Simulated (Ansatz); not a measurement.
Consider BeO in the wurtzite structure (space group P6_3mc, No. 186).

```xyz
4
Lattice="2.7118 0.0000 0.0000 -1.3559 2.3485 0.0000 0.0000 0.0000 4.4046" Properties=species:S:1:pos:R:3 pbc="T T T"
Be     1.3559     0.7828     0.0066
Be     0.0000     1.5657     2.2088
O      1.3559     0.7828     2.7472
O      0.0000     1.5657     0.5449
```

Cartesian axes are those of the cell as printed.

The values are results of PBE (Ansatz, a quantum-chemistry and plane-wave program), without spin-orbit coupling, not measurements.

Before the change:

- Band gap = 7.45 eV
- Shortest interatomic distance = 1.656 Å
- Electron mass = 0.53 mₑ along c, 0.60 mₑ across (at Γ)

Perturbation: biaxial strain +1.95 %, plane normal [001], relaxed out of plane (Cartesian); in-plane vectors clamped, the third vector and the atoms free.

Problem. What happens to the band gap, out-of-plane strain, shortest interatomic distance and electron mass?

Solution. The band gap falls by 0.397 eV, from 7.45 eV to 7.06 eV; the out-of-plane strain is -0.72 %; the shortest interatomic distance rises by 0.006 Å, from 1.656 Å to 1.662 Å; the electron mass goes from 0.53 mₑ along c, 0.60 mₑ across (at Γ) to 0.55 mₑ (at Γ).

Masses are band curvatures over ±0.01 Å⁻¹ around the edge. Whether these cells are dynamically stable was not tested.
